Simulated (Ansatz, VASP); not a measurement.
## One calculation of WC, two programs

```
CELL_PARAMETERS angstrom
2.87090 0.00000 0.00000
-1.43545 2.48627 0.00000
0.00000 0.00000 2.80174
ATOMIC_POSITIONS crystal
W 0.00000 0.00000 0.00000
C 0.66667 0.33333 0.50000
```

Alike in both runs: task relaxation of shape and atoms at fixed volume; functional r2SCAN; k mesh 14 × 14 × 12; occupations gaussian, width 0.05 eV; no spin polarisation.

|  | VASP | Ansatz |
| --- | --- | --- |
| version | VASP 6.6.1 | Ansatz 0.2.0 |
| potentials or method | VASP PAW PBE potentials, release 64 (W_sv, C) | scalar-relativistic, plane waves, PAW |
| plane-wave cutoff (eV) | 600 | 500 |
| valence electrons in the cell | 18 | 18 |

Ansatz gave:

* gap on the k mesh at the Fermi level, each at its own relaxed structure (eV): none
* relaxed volume (Å³/atom): 10.00
* relaxed cell length with the largest relative difference (Å): 2.805

Task: Estimate VASP's values.

Result: gap on the k mesh at the Fermi level, each at its own relaxed structure (eV): none; relaxed volume (Å³/atom): 10.00; relaxed cell length with the largest relative difference (Å): 2.806.

A gap of «none» marks a metal or a gap that the smearing closes.

Caveats: the PAW data sets were made with another functional, which shifts forces and pressure a little (VASP). The runs have no spin-orbit coupling, so splittings on W are missing.
